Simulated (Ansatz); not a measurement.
# Stiffness of NaF from strained cells

```xyz
2
Lattice="0.0000 2.2859 2.2859 2.2859 0.0000 2.2859 2.2859 2.2859 0.0000" Properties=species:S:1:pos:R:3 pbc="T T T"
Na    0.0000    0.0000    0.0000
F     2.2859    2.2859    2.2859
```

Atom numbers follow the list: Na1, F2.

The conventional cell has a = 4.572 Å, b = 4.572 Å, c = 4.572 Å, α = 90.00°, β = 90.00°, γ = 90.00°. Na (atom 1) is surrounded by 6 F at 2.29 Å. Around F (atom 2) lie 6 Na at 2.29 Å.

The cell is the one relaxed in the Materials Project (mp-682), not relaxed further here; entries there can be hypothetical.

Computed with Ansatz 0.2.0, DFT, LDA, all-electron LAPW, scalar-relativistic.

The runs use a Γ-centred 10×10×10 k mesh, Fermi–Dirac smearing of 0.03 eV, basis error target 0.25 meV/atom, no spin polarisation.

The unstrained cell is at -2.48 GPa. Large strains and very small stresses are left out. Each strain is applied once, with fractional coordinates held (clamped ions), and σ below is the change of stress, positive in tension. One finite strain gives stress–strain coefficients at this pressure with an error of the order of the strain times third-order constants, a few per cent for each per cent of strain.

With xy engineering shear strain of +4 %, the run gives σxy = 1.16 GPa and γxy = 2εxy = 0.0400. Which stiffness follows?

C44 (clamped ions) = σxy/γxy = 29 GPa.
